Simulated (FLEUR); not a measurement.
An input for FLEUR MaX-R8.1 (patched build s14) (C):

Contents of inp.xml:

```xml
<?xml version="1.0" encoding="UTF-8" standalone="no"?>
<fleurInput fleurInputVersion="0.39">
   <comment>
      C                                                                                                   
   </comment>
   <calculationSetup>
      <cutoffs Kmax="5.04" Gmax="15.6" GmaxXC="15.6" numbands="0"/>
      <scfLoop itmax="60" minDistance="0.00001" maxIterBroyd="15" imix="Anderson" alpha="0.05" precondParam="0.0" spinf="2.0"/>
      <coreElectrons ctail="T" frcor="F" kcrel="0" coretail_lmax="0"/>
      <xcFunctional name="hl" relativisticCorrections="F"/>
      <magnetism jspins="1"/>
      <soc l_soc="F" theta="0.0" phi="0.0" spav="F"/>
      <expertModes spex="0" secvar="F"/>
      <geometryOptimization l_f="F" forcealpha="1.0" forcemix="BFGS" epsdisp="0.00001" epsforce="0.00001"/>
      <ldaU l_linMix="F" mixParam="0.05" spinf="1.0"/>
   </calculationSetup>
   <cell>
      <bzIntegration valenceElectrons="8.0" mode="hist" fermiSmearingEnergy="0.00183747">
         <kPointListSelection listName="default-1"/>
         <!-- k-points included here -->
         <xi:include xmlns:xi="http://www.w3.org/2001/XInclude" href="kpts.xml"> </xi:include>
      </bzIntegration>
      <!-- symmetry operations included here -->
      <xi:include xmlns:xi="http://www.w3.org/2001/XInclude" href="sym.xml"> </xi:include>
      <bulkLattice scale="1.0">
         <bravaisMatrix>
            <row-1>    0.0000000000000000     3.3700808788279017     3.3700808788279017</row-1>
            <row-2>    3.3700808788279017     0.0000000000000000     3.3700808788279017</row-2>
            <row-3>    3.3700808788279017     3.3700808788279017     0.0000000000000000</row-3>
         </bravaisMatrix>
      </bulkLattice>
   </cell>
   <atomSpecies>
      <species name="Carbon (C)" element="C" atomicNumber="6">
         <mtSphere radius="1.35" gridPoints="447" logIncrement="0.023"/>
         <atomicCutoffs lmax="5" lnonsphr="3"/>
         <electronConfig flipSpins="F">
            <coreConfig>(1s1/2)</coreConfig>
            <valenceConfig>(2s1/2) (2p1/2) (2p3/2)</valenceConfig>
            <stateOccupation state="(2p1/2)" spinUp="0.333333" spinDown="0.333333"/>
            <stateOccupation state="(2p3/2)" spinUp="0.666667" spinDown="0.666667"/>
         </electronConfig>
         <energyParameters s="2" p="2" d="3" f="4"/>
         <lo type="SCLO" l="0" n="2" eDeriv="2"/>
         <lo type="SCLO" l="1" n="2" eDeriv="2"/>
         <lo type="SCLO" l="2" n="3" eDeriv="2"/>
      </species>
   </atomSpecies>
   <atomGroups>
      <atomGroup species="Carbon (C)">
         <relPos label="                   1">-3.000/8.000 -3.000/8.000 -3.000/8.000</relPos>
         <relPos label="                   2">3.000/8.000 3.000/8.000 3.000/8.000</relPos>
         <force calculate="T" relaxXYZ="TTT"/>
      </atomGroup>
   </atomGroups>
   <output dos="F" band="F" slice="F">
      <checks vchk="F" cdinf="F"/>
      <bandDOS minEnergy="-.5*Htr" maxEnergy="0.5*Htr" sigma="0.015" storeEVData="T"/>
      <vacuumDOS vacdos="F" integ="F" star="F" nstars="0" locx1="0.0" locy1="0.0" locx2="0.0" locy2="0.0" nstm="0" tworkf="0.0"/>
      <unfoldingBand unfoldBand="F" supercellX="1" supercellY="1" supercellZ="1"/>
      <plotting iplot="0" polar="F">
         <plot TwoD="T" vec1="  1.0  0.0  0.0" vec2="  0.0  1.0  0.0" vec3="  0.0  0.0  1.0" zero="  0.0  0.0  0.0" file="plot"/>
      </plotting>
      <chargeDensitySlicing numkpt="0" minEigenval="0.0" maxEigenval="0.0" nnne="0" pallst="F"/>
      <specialOutput eonly="F"/>
      <magneticCircularDichroism mcd="F" energyLo="-10.0" energyUp="0.0"/>
   </output>
  <!-- We include the file relax.xml here to enable relaxations (see documentation) -->
  <xi:include xmlns:xi="http://www.w3.org/2001/XInclude" href="relax.xml"> <xi:fallback/> </xi:include>
</fleurInput>
```

File crystal.txt:

```
C
&input cartesian=F /
0.0000000000  1.7833700000  1.7833700000
1.7833700000  0.0000000000  1.7833700000
1.7833700000  1.7833700000  0.0000000000
1.8897261246
1.0 1.0 1.0

2
6 0.7500000000  0.7500000000  0.7500000000
6 0.5000000000  0.5000000000  0.5000000000

&kpt div1=13 div2=13 div3=13 gamma=T /
```

Potentials or basis: all-electron, FLAPW.

The run is started by

```bash
$ inpgen -f crystal.txt -profile fastHighL
$ # inp.xml edited to the form shown
$ fleur
```

What does the program do with it?

The run stopped without a result. It printed:

Output:

```text
Welcome to FLEUR        (www.flapw.de)
      MaX-Release 8.1          (www.max-centre.eu)

 ========== k-point set info ==========
 Selected k-point list: default-1
 k-point list type: mesh
 13 x 13 x 13
 Number of k points: 84

 ------------Calculation Setup---------------------------
 Number of OMP-threads    :            1
 Number of basis functions:          204
 Approximate size of matrices (H+S) per k-point:         0.001 GB
 --------------------------------------------------------
**************FLEUR-Error*****************
Error message: Unknown LDA potential
Error occurred in subroutine: type xcpot
*****************************************
 Last known location:
 Last timer:stden - init
 Timerstack:
 Timer:generation of start-density
 Timer:Total Run
 *****************************************

STOP 1
```
